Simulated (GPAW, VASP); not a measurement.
This is a calculation of SnTe for VASP 6.6.1. 

INCAR

```
SYSTEM = SnTe
PREC = Accurate ; ENCUT = 520
EDIFF = 1E-6 ; ISMEAR = 0
SIGMA = 0.023 ; LREAL = .False.
LASPH = .True. ; NELM = 60
ALGO = Normal ; ISIF = 2
LWAVE = .False. ; LCHARG = .False.
GGA = PE ; NBANDS = 17
```

The input KPOINTS:

```
Automatic mesh
0
Gamma
  7 7 7
  0 0 0
```

POSCAR

```
SnTe
1.0
    0.0000000000      3.1508500000      3.1508500000
    3.1508500000      0.0000000000      3.1508500000
    3.1508500000      3.1508500000      0.0000000000
Te Sn
1 1
Direct
    0.5000000000      0.5000000000      0.5000000000
    0.0000000000      0.0000000000      0.0000000000
```

Potentials or basis: VASP PAW PBE potentials, release 64 (Te, Sn_d).

Run with:

```bash
$ cat potpaw_PBE.64/Te/POTCAR potpaw_PBE.64/Sn_d/POTCAR > POTCAR
$ mpirun -np 1 vasp_std > vasp.out
```

**Question.** What does the same run look like in GPAW 26.7.0 (ASE script)? Potentials or basis there: GPAW PAW data sets (gpaw-data 1.2.1), cutoff 600 eV.

**Answer.** As run (cutoffs and basis follow the program's own potentials, and thresholds, step limits or extra output files can differ):

run.py

```python
from ase.dft.bandgap import bandgap
from ase.io import read, write
from ase.units import GPa
from gpaw import GPAW, PW

atoms = read('SnTe.xyz')

calc = GPAW(mode=PW(600),
            xc='PBE',
            kpts={'size': (7, 7, 7), 'gamma': True},
            occupations={'name': 'methfessel-paxton', 'order': 0, 'width': 0.023},
            nbands=19,
            convergence={'density': 1e-05, 'energy': 1e-05},
            maxiter=150,
            txt='gpaw.txt')
atoms.calc = calc
energy = atoms.get_potential_energy()
forces = atoms.get_forces()
stress = atoms.get_stress()
calc.write('gs.gpw')
write('result.traj', atoms)
print(f'Energy: {energy:.6f} eV')
print('Forces (eV/A):')
print(forces.round(4))
print('Stress (GPa):', (stress / GPa).round(3))
print('Fermi level:', round(calc.get_fermi_level(), 4), 'eV')
print(f'Gap: {bandgap(calc)[0]:.4f} eV, direct: {bandgap(calc, direct=True)[0]:.4f} eV')
```

File SnTe.xyz:

```xyz
2
Lattice="0.0000000000 3.1508500000 3.1508500000 3.1508500000 0.0000000000 3.1508500000 3.1508500000 3.1508500000 0.0000000000" Properties=species:S:1:pos:R:3 pbc="T T T"
Te     3.1508500000      3.1508500000      3.1508500000
Sn     0.0000000000      0.0000000000      0.0000000000
```

Potentials or basis: GPAW PAW data sets (gpaw-data 1.2.1), pw.

Command:

```console
$ OMP_NUM_THREADS=1 python run.py
```

Both were run:

|  | VASP | GPAW |
| --- | --- | --- |
| Pressure | 2.2 GPa | 1.9 GPa |

Pressure is positive in compression.
